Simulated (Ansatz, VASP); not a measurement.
Si in VASP and in Ansatz

File INCAR:

```
ALGO     = Normal         # electronic algorithm
EDIFF    = 1E-6           # SCF threshold, eV
ENCUT    = 520            # plane-wave cutoff, eV
ISIF     = 2              # what is computed and relaxed
ISMEAR   = 0              # smearing method
LASPH    = True           # aspherical terms in the spheres
LCHARG   = False          # write CHGCAR
LREAL    = False          # projectors in reciprocal space
LWAVE    = False          # write WAVECAR
NBANDS   = 11             # bands
NELM     = 80             # most SCF steps
PREC     = Accurate       # precision mode
SIGMA    = 0.05           # smearing width, eV
```

The input KPOINTS:

```
k-points
0
Gamma
  12 12 12
```

Contents of POSCAR:

```
Si
1.0
    0.0000000000      2.6014309190      3.1206765305
    2.6014309190      0.0000000000      3.1206765305
    2.6014309190      2.6014309190      0.0000000000
Si
2
Direct
    0.5000000000      0.5000000000      0.5000000000
    0.7500000000      0.7500000000      0.7500000000
```

Input for Ansatz:

```yaml
crystal:
  lattice:
    - [0.0, 2.601430919, 3.1206765305]
    - [2.601430919, 0.0, 3.1206765305]
    - [2.601430919, 2.601430919, 0.0]
  atoms:
    - { symbol: Si, position: [0.5, 0.5, 0.5] }
    - { symbol: Si, position: [0.75, 0.75, 0.75] }
basis:
  ecutwfc: 420
kpoints:
  mp_grid: { grid: [12, 12, 12] }
hamiltonian:
  xc: lda
  pseudopotentials: { kind: paw, azcp: { folder: soft_1 } }
scf:
  occupations: { method: gaussian, width: 0.05 }
output:
  forces: true
  stress: true
  eigenvalues: true
```

Alike in both runs: task single point; functional LDA; k mesh 12 × 12 × 12; occupations gaussian, width 0.05 eV; no spin polarisation.

|  | VASP | Ansatz |
| --- | --- | --- |
| version | VASP 6.6.1 | Ansatz 0.2.0 |
| potentials or method | VASP PAW LDA potentials, release 64 (Si) | scalar-relativistic, plane waves, PAW |
| plane-wave cutoff (eV) | 520 | 420 |
| valence electrons in the cell | 8 | 8 |

```csv
,VASP,Ansatz,Ansatz less VASP
gap on the k mesh at the Fermi level (eV),none,none,-
pressure (GPa),-6.4,-6.4,-0.03
largest component of the traceless stress (GPa),13.99,13.99,-0.008
```

A gap of «none» marks a metal or a gap that the smearing closes. Ansatz warned: «pseudo_functional_mismatch».
